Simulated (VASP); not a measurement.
# Al, self-consistent run: which settings are enough?

Al, P-3m1 (no. 164), 2 atoms in the cell. PBE; PAW potentials Al (PBE set). VASP 6.6.1. The cell is changed on purpose: last atom moved by 0.04 Å along z, cell strained by -1.0% along z.

Wanted: energy within 2 meV/atom; forces within 0.01 eV/Å.

What the run is for: forces; Accuracy asked: standard.

POSCAR:
```
Al
1.0
    2.8124553515      0.0000000000      0.0000000000
   -1.4062276757      2.4356577814      0.0000000000
    0.0000000000      0.0000000000      4.8181815000
Al
2
Direct
    0.3333333300      0.6666666700      0.2500000000
    0.6666666700      0.3333333300      0.7582188700
```

The series start from Plane-wave cutoff (eV): 310; Smearing width (eV): 0.1; k-point mesh: 15 × 15 × 8; Precision mode (PREC): Accurate; Electronic threshold (eV): 1e-6; Bands in all (NBANDS): 13; Aspherical gradient terms in the spheres (LASPH): yes; Electronic algorithm: ALGO=Normal; Support grid and gradient cutoff: ADDGRID=False GGA_COMPAT=False; Delay and inner steps: defaults. Each series keeps the choices made before it, and each single choice may use up half of a tolerance.

## Plane-wave cutoff (eV)

| Plane-wave cutoff (eV) | Energy less reference (meV/atom) | Forces, largest deviation (eV/Å) | SCF iterations | Time (s) |
|---|---|---|---|---|
| 190 | 18.5 | 0.003 | 10 | 12 |
| 240 | 11.1 | 0.001 | 10 | 13 |
| 280 | 5.2 | 0.002 | 10 | 15 |
| 310 | 3.3 | 0.001 | 10 | 16 |
| 360 | 1.0 | 0.000 | 10 | 26 |
| 420 | 0.3 | 0.000 | 10 | 30 |
| 500 | 0.1 | 0.000 | 10 | 39 |
| 620 (reference) | 0.0 | 0.000 | 10 | 44 |

Chosen: 420, the loosest value from which every tighter one stays within half of the tolerance.

## Smearing width (eV)

| Smearing width (eV) | Energy less reference (meV/atom) | Forces, largest deviation (eV/Å) | SCF iterations | Time (s) |
|---|---|---|---|---|
| 0.4 | -0.2 | 0.017 | 10 | 31 |
| 0.3 | -0.3 | 0.015 | 10 | 30 |
| 0.2 | -0.2 | 0.012 | 10 | 30 |
| 0.15 | -0.1 | 0.010 | 10 | 32 |
| 0.1 | 0.0 | 0.008 | 10 | 30 |
| 0.05 (reference) | 0.0 | 0.000 | 10 | 31 |

Chosen: 0.05; the next looser run is off by more than half of the tolerance, so convergence isn't shown beyond this value.

## k-point mesh

| k-point mesh | Energy less reference (meV/atom) | Forces, largest deviation (eV/Å) | SCF iterations | Time (s) |
|---|---|---|---|---|
| 5 × 5 × 3 | -39.4 | 0.079 | 10 | 3.1 |
| 6 × 6 × 3 | 62.6 | 0.017 | 10 | 4.1 |
| 8 × 8 × 4 | 46.1 | 0.051 | 12 | 10 |
| 10 × 10 × 5 | -6.3 | 0.004 | 10 | 11 |
| 12 × 12 × 6 | 3.2 | 0.039 | 11 | 18 |
| 15 × 15 × 8 | -2.0 | 0.016 | 10 | 31 |
| 18 × 18 × 9 | 2.8 | 0.010 | 10 | 45 |
| 21 × 21 × 11 (reference) | 0.0 | 0.000 | 10 | 75 |

Chosen: 21 × 21 × 11; the next looser run is off by more than half of the tolerance, so convergence isn't shown beyond this value.

## Precision mode (PREC)

| Precision mode (PREC) | Energy less reference (meV/atom) | Forces, largest deviation (eV/Å) | SCF iterations | Time (s) |
|---|---|---|---|---|
| SingleN | -1.5 | 0.001 | 10 | 36 |
| Normal | 0.0 | 0.000 | 10 | 36 |
| Single | -0.2 | 0.002 | 10 | 72 |
| Accurate (reference) | 0.0 | 0.000 | 10 | 75 |

Chosen: Normal.

## Electronic threshold (eV)

| Electronic threshold (eV) | Energy less reference (meV/atom) | Forces, largest deviation (eV/Å) | SCF iterations | Time (s) |
|---|---|---|---|---|
| 0.001 | 0.0 | 0.002 | 8 | 29 |
| 0.0001 | 0.0 | 0.000 | 9 | 31 |
| 1e-5 | 0.0 | 0.000 | 10 | 34 |
| 1e-6 | 0.0 | 0.000 | 10 | 36 |
| 1e-7 | 0.0 | 0.000 | 13 | 43 |
| 1e-8 (reference) | 0.0 | 0.000 | 13 | 45 |

Chosen: 0.001.

## Bands in all (NBANDS)

| Bands in all (NBANDS) | Energy less reference (meV/atom) | Forces, largest deviation (eV/Å) | SCF iterations | Time (s) |
|---|---|---|---|---|
| 4 | 4.0 | 0.002 | 8 | 9.1 |
| 5 | 0.8 | 0.001 | 8 | 12 |
| 7 | 0.0 | 0.000 | 8 | 16 |
| 9 | 0.0 | 0.000 | 8 | 20 |
| 13 | 0.0 | 0.000 | 8 | 29 |
| 23 (reference) | 0.0 | 0.000 | 8 | 52 |

Chosen: 5.

## Aspherical gradient terms in the spheres (LASPH)

| Aspherical gradient terms in the spheres (LASPH) | Energy less reference (meV/atom) | Forces, largest deviation (eV/Å) | SCF iterations | Time (s) |
|---|---|---|---|---|
| yes | 0.0 | 0.000 | 8 | 12 |
| no | 0.0 | 0.000 | 8 | 13 |

Chosen: yes; no other choice that stays within half of the tolerance saves 30 % of the time.

## Electronic algorithm

| Electronic algorithm | Energy less reference (meV/atom) | Forces, largest deviation (eV/Å) | SCF iterations | Time (s) |
|---|---|---|---|---|
| ALGO=Normal | 0.0 | 0.000 | 8 | 12 |
| ALGO=Fast | 0.0 | 0.006 | 8 | 12 |
| ALGO=VeryFast | 2.2 | 0.001 | 15 | 18 |
| ALGO=All ISEARCH=1 | 0.1 | 0.001 | 8 | 12 |
| ALGO=All ISEARCH=0 | 0.1 | 0.001 | 8 | 12 |
| ALGO=Damped TIME=0.4 | 2.2 | 0.001 | 17 | 21 |
| ALGO=Damped TIME=0.1 | 3.1 | 0.005 | 25 | 28 |
| ALGO=Old Fast | 0.0 | 0.001 | 8 | 12 |

Chosen: ALGO=Normal.

## Support grid and gradient cutoff

| Support grid and gradient cutoff | Energy less reference (meV/atom) | Forces, largest deviation (eV/Å) | SCF iterations | Time (s) |
|---|---|---|---|---|
| ADDGRID=False GGA_COMPAT=False | 0.0 | 0.000 | 8 | 12 |
| ADDGRID=True GGA_COMPAT=False | 0.0 | 0.000 | 8 | 12 |
| ADDGRID=False GGA_COMPAT=True | 0.0 | 0.000 | 8 | 12 |

Chosen: ADDGRID=False GGA_COMPAT=False.

## Delay and inner steps

| Delay and inner steps | Energy less reference (meV/atom) | Forces, largest deviation (eV/Å) | SCF iterations | Time (s) |
|---|---|---|---|---|
| defaults | 0.0 | 0.000 | 8 | 12 |
| NELMDL=-2 | 0.0 | 0.001 | 6 | 9.8 |
| NELMDL=-8 | 0.0 | 0.000 | 11 | 15 |
| NELMDL=-12 | 0.0 | 0.000 | 15 | 16 |
| NRMM=2 | 0.0 | 0.001 | 8 | 9.7 |
| NRMM=6 | 0.0 | 0.000 | 8 | 12 |
| WEIMIN=0.001 | 0.0 | 0.000 | 8 | 12 |

Chosen: defaults.

## All choices together

| Input | Energy less reference (meV/atom) | Forces, largest deviation (eV/Å) | Time (s) |
|---|---|---|---|
| the program's defaults (naive) | 72.9 | 0.006 | 1.0 |
| chosen settings | 1.0 | 0.002 | 12 |
| reference settings throughout | 0.0 | 0.000 | 266 |

The chosen settings stay within the tolerance of the reference run, but the reference itself isn't shown to be converged in: Smearing width (eV), k-point mesh.

Values of the reference run: Forces: 0, 0, 0.1621, 0, 0, -0.1621 eV/Å.

## The input

INCAR:
```
SYSTEM = Al
ADDGRID = .FALSE.
ALGO = Normal
EDIFF = 0.001
ENCUT = 420
GGA = PE
GGA_COMPAT = .FALSE.
ISIF = 2
ISMEAR = 1
LASPH = .TRUE.
LCHARG = .FALSE.
LREAL = .FALSE.
LWAVE = .FALSE.
NBANDS = 5
NELM = 120
PREC = Normal
SIGMA = 0.05
```

KPOINTS:
```
Automatic mesh
0
Gamma
  21 21 11
  0 0 0
```

Commands:
```
cat potpaw_PBE.64/Al/POTCAR > POTCAR
mpirun -np 1 vasp_std > vasp.out
```

The chosen input took VASP 6.6.1 12 s on 1 core (Intel Xeon Platinum 8259CL @ 2.50GHz (Skylake/Cascade Lake)), a shared host.

## An input that fails: tetrahedra on too few k points

VASP's message: IBZKPT: tetrahedron method fails for NKPT<4. NKPT = 1.

k mesh: 15 × 15 × 8 becomes 1 × 1 × 1.

Changes against the starting input:
```
- ISMEAR = 1
- NELM = 120
+ ISMEAR = -5
+ NELM = 69
```
